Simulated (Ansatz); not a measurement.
Runs of Ansatz 0.2.0 on H. Symmetry: I4/mmm, No. 139, tetragonal system. Conventional cell: a = 3.383 Å, b = 3.383 Å, c = 4.117 Å, α = 90.00°, β = 90.00°, γ = 90.00°. H (site symmetry 4mm) has 1 H at 0.74 Å as nearest neighbours. 

```tsv
task	level	potentials or basis	cell	k mesh	cutoff (eV)	smearing	driver	eos	points for each segment of the path	other keys	mesh quality	gap on the mesh (eV)	pressure (GPa)	largest force (eV/Å)
electrostatic potential	r2SCANh+D3(BJ)	Ansatz PAW	as given	6 × 6 × 6	500	fixed	-	-	-	-	coarse	10.46	0.0	0.04
electric field gradients	revPBE0	Ansatz PAW earlier set	as given	6 × 6 × 6	800	methfessel-paxton 0.01 eV	chain	-	-	crystal.symmetry = detect False	coarse	(b)	0.7	(a)
electrostatic potential	r2SCANh+D3(BJ)	Ansatz PAW	as given	6 × 6 × 6	500	fixed	chain	-	-	-	coarse	10.46	0.0	0.04
density of states	LDA+d3bj	Ansatz PAW	volume scaled by 1.25	7 × 7 × 7	420	tetrahedron	chain	-	-	hamiltonian.dispersion = d3bj; scf.n_extra_bands = 8; …	not flagged	8.38	-1.9	0.77
electron localisation function	B3LYP	Ansatz NC	as given	7 × 7 × 7	980	fermi-dirac 0.05 eV	chain	-	-	-	not flagged	11.12	0.4	0.04
band structure	r2SCANh+D3(BJ)+ATM	Ansatz PAW accurate	as given	6 × 6 × 6	1000	gaussian 0.15 eV	chain	-	4	-	coarse	10.46	0.0	(c)
single point	HISS	Ansatz NC	volume scaled by 0.92	6 × 6 × 6	980	fermi-dirac 0.05 eV	chain	-	-	-	coarse	11.44	1.6	0.66
```

Alike in all rows: no spin polarisation.

Problem. Estimate the missing entries.

Solution. (a) 0.07; (b) 11.55; (c) 0.05.

Caveats: some runs use coarse meshes; the thresholds are loose for stress (some runs); the PAW data sets were made with another functional, which shifts forces and pressure a little (some runs); the dispersion damping was fitted for another functional or another form of the correction (some runs); the potentials were made for another functional, which shifts forces and pressure (some runs); odd divisions of the mesh miss points on the zone boundary, where band edges often lie, so the gap on the mesh can be too wide (some runs); with tetrahedron occupations forces and stress needn't match the slope of the energy (some runs).

A k mesh can miss the band edges.
